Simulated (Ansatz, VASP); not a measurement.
**CdSe in VASP and in Ansatz**

```
Cd Se
1.0
     0.00000    3.09841    3.09841
     3.09841    0.00000    3.09841
     3.09841    3.09841    0.00000
Cd Se
1 1
Cartesian
  0.0000 0.0000 0.0000
  1.5492 1.5492 1.5492
```

Measurements of this composition are mostly on another form, of space group No. 186.

Alike in both runs: task single point; functional PBE; k mesh 8 × 8 × 8; occupations fermi-dirac, width 0.02 eV; no spin polarisation.

|  | VASP | Ansatz |
| --- | --- | --- |
| version | VASP 6.6.1 | Ansatz 0.2.0 |
| potentials or method | VASP PAW PBE potentials, release 64 (Cd, Se), cutoff 520 eV | all-electron LAPW, scalar-relativistic |

VASP gave:

```
pressure (GPa) : 0.2
```

What did Ansatz give for the same quantities?

Pressure (GPa): 0.0.

Ansatz ran all-electron here, so the differences hold the error of VASP's frozen core and of both bases.
